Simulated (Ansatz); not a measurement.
The parent structure is AlSb in the zinc blende structure (space group F-43m, No. 216; a = 6.177 Å). Axes: x, y, z lie along the cube axes.

Structures relaxed with r2SCAN in Ansatz (plane waves to 500 eV, PAW, no spin-orbit coupling).

Base:

Simulated powder pattern, Cu Kα1, λ = 1.54056 Å (kinematic, ideal powder, no thermal factors, no anomalous dispersion; the 14 strongest lines at most, above 2 %, up to 2θ = 90°):

```
2θ (°)  I/Imax (%)    hkl
------  ----------  -----
24.95          100  (111)
28.88           29  (200)
41.30           55  (220)
48.86           47  (311)
51.18          7.9  (222)
59.84          9.1  (400)
65.85           19  (331)
67.79           10  (420)
75.31           18  (422)
80.77           14  (511)
89.72          6.0  (440)
```

Now apply this change: strain tensor (xx, yy, zz, yz, xz, xy) = (+1.38, −2.31, +0.54, −0.42, −0.06, −1.03) %, atoms relaxed at fixed cell.

After the change:

Simulated powder pattern, Cu Kα1, λ = 1.54056 Å (kinematic, ideal powder, no thermal factors, no anomalous dispersion; the 14 strongest lines at most, above 2 %, up to 2θ = 90°):

| 2θ (°) | d (Å) | I/Imax (%) | hkl |
|---|---|---|---|
| 24.75 | 3.594 | 100 | (-1 1 1) |
| 24.88 | 3.576 | 99 | (1 1 -1) |
| 25.08 | 3.547 | 98 | (111) |
| 25.25 | 3.524 | 97 | (1 -1 1) |
| 28.49 | 3.131 | 40 | (200) |
| 28.73 | 3.105 | 39 | (020) |
| 29.59 | 3.017 | 36 | (002) |
| 40.87 | 2.206 | 38 | (220) |
| 40.93 | 2.203 | 38 | (2 -2 0) |
| 41.09 | 2.195 | 37 | (2 0 -2) |
| 41.52 | 2.173 | 36 | (022) |
| 41.89 | 2.155 | 35 | (0 2 -2) |
| 41.98 | 2.150 | 35 | (202) |
| 48.05 | 1.892 | 17 | (-3 1 1) |

The indices refer to the base's conventional cell; one index is shown for lines that coincide. The space group is now P1 (No. 1).

No phonon test of stability was made.

Ansatz is an electronic-structure program.
